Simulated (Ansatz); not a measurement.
# TiAl in Ansatz: convergence with k mesh

TiAl:

```xyz
2
Lattice="2.8673 0.0000 0.0000 -1.4336 2.4831 0.0000 0.0000 0.0000 4.6781" Properties=species:S:1:pos:R:3 pbc="T T T"
Ti   -0.0349    0.0121    0.0529
Al    0.0481    1.6455    2.4154
```

The cell comes from a database or a generator and needn't be the stable form of this composition.

The cell isn't the ideal one: atoms moved at random, drawn with an rms of 0.05 Å.

- Program: Ansatz 0.2.0
- Task: convergence study
- Functional: r2SCAN
- Potentials or basis: JTH PAW
- Cutoff: 1230 eV (not typed: the program's choice for these potentials)
- k mesh: 3 × 3 × 2
- Occupations: fermi-dirac, width 0.05 eV
- Spin: no spin polarisation

These are the settings of the first run; the series varies k mesh, with any setting tied to it.

Hardware: 2 threads of Arm Neoverse V2, with other jobs on the host.

Question: The values tried are 3 × 3 × 2, 4 × 4 × 2, 5 × 5 × 3, 6 × 6 × 3, 8 × 8 × 4, 10 × 10 × 5, 12 × 12 × 7, 15 × 15 × 8, 17 × 17 × 9, loosest first. From which on does the largest force stay within 0.005 eV/Å of the tightest run that finished?

Answer: From 10 × 10 × 5 on.

| k mesh | energy less the tightest run, at zero smearing (meV/atom) | pressure (GPa) | largest force (eV/Å) | SCF cycles | CPU time (s) | peak memory (GiB) |
| --- | --- | --- | --- | --- | --- | --- |
| 3 × 3 × 2 | 193.63 | -1.08 | 0.119 | 12 | 13 | 0.57 |
| 4 × 4 × 2 | 82.98 | -0.84 | 0.234 | 11 | 15 | 0.59 |
| 5 × 5 × 3 | -0.64 | 0.14 | 0.246 | 10 | 21 | 0.63 |
| 6 × 6 × 3 | 4.58 | -0.16 | 0.246 | 10 | 25 | 0.66 |
| 8 × 8 × 4 | 6.02 | -0.45 | 0.237 | 9 | 46 | 0.78 |
| 10 × 10 × 5 | -3.69 | -0.52 | 0.241 | 9 | 80 | 1 |
| 12 × 12 × 7 | 3.04 | -0.52 | 0.240 | 9 | 150 | 1.5 |
| 15 × 15 × 8 | 1.55 | -0.51 | 0.240 | 9 | 270 | 2.3 |
| 17 × 17 × 9 | 0.00 | -0.46 | 0.243 | 9 | 440 | 3.1 |

Against the tightest run, the pressure stays within 0.1 GPa from 8 × 8 × 4 on. Not settled before the last step: the energy (to 1 meV/atom). Meshes of other sizes hit other points, so gaps and Fermi surfaces needn't settle smoothly. The tightest run that finished is the yardstick and may itself not be fully converged.
